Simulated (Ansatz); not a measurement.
# MoS2: the cost of one run

Computed with Ansatz 0.2.0 (DFT LDA+U (U = 7 eV, J = 0.5 eV on Mo d), plane waves, PAW, unless a step's input says otherwise).

3 further runs of the same task are left out: 3 that didn't finish.

### Step 1. The system as given

The structure is trigonal, space group R3m (No. 160). Conventional cell: a = 3.163 Å, b = 3.163 Å, c = 18.370 Å, α = 90.00°, β = 90.00°, γ = 120.00°. Mo (site symmetry 3m) has 6 S at 2.36 Å as nearest neighbours. Around S (site symmetry 3m) lie 3 Mo at 2.36 Å.

As a file:

```
Mo S
1.0
     1.58150    0.91308    6.12333
    -1.58150    0.91308    6.12333
     0.00000   -1.82616    6.12333
Mo S
1 2
Direct
  0.00000 0.00000 0.00000
  0.74840 0.74840 0.74840
  0.58490 0.58490 0.58490
```

An earlier series on this cell reached its lowest free state from «total moment held at first, then free, 1.00 μB per cell», perhaps among other starts (it ended without moments).

### Step 2. Site moments held (series factor 0.3; the input gives the size)

Input file input.yaml:

```yaml
crystal:
  lattice:
    - [1.58149989, 0.91307939, 6.12332821]
    - [-1.58149989, 0.91307939, 6.12332821]
    - [0.0, -1.82615878, 6.12332821]
  atoms:
    - { symbol: Mo, position: [0.0, 0.0, 0.0], spin: 0.6 }
    - { symbol: S, position: [0.7484, 0.7484, 0.7484] }
    - { symbol: S, position: [0.5849, 0.5849, 0.5849] }
basis:
  ecutwfc: 420
  ecutrho_ratio: 4
kpoints:
  mp_grid: { grid: [7, 7, 7] }
hamiltonian:
  xc: lda
  hubbard: { sites: [{ site: 0, l: d, u: 7.0, j: 0.5 }] }
scf:
  occupations: { method: gaussian, width: 0.05 }
  lower_state_search: "off"
  max_iter: 150
output:
  forces: true
  stress: true
  eigenvalues: true
  populations: true
  hubbard: { sites: [{ site: 0, l: d }] }
magnetization:
  spin_polarized: true
  spin_locking: { lock_spins: true }
```

The lock stays on to the end, so the result is a constrained state.

Run with:

```bash
> ansatz run input.yaml --threads 2 --pin off --max-ram 3072MiB --backend cpu --events-out ev --progress --plain --runs-dir out
```

What time and memory should one allow on 2 threads of Arm Neoverse V2, shared host?

About 21 s, with a peak of 0.41 GiB.
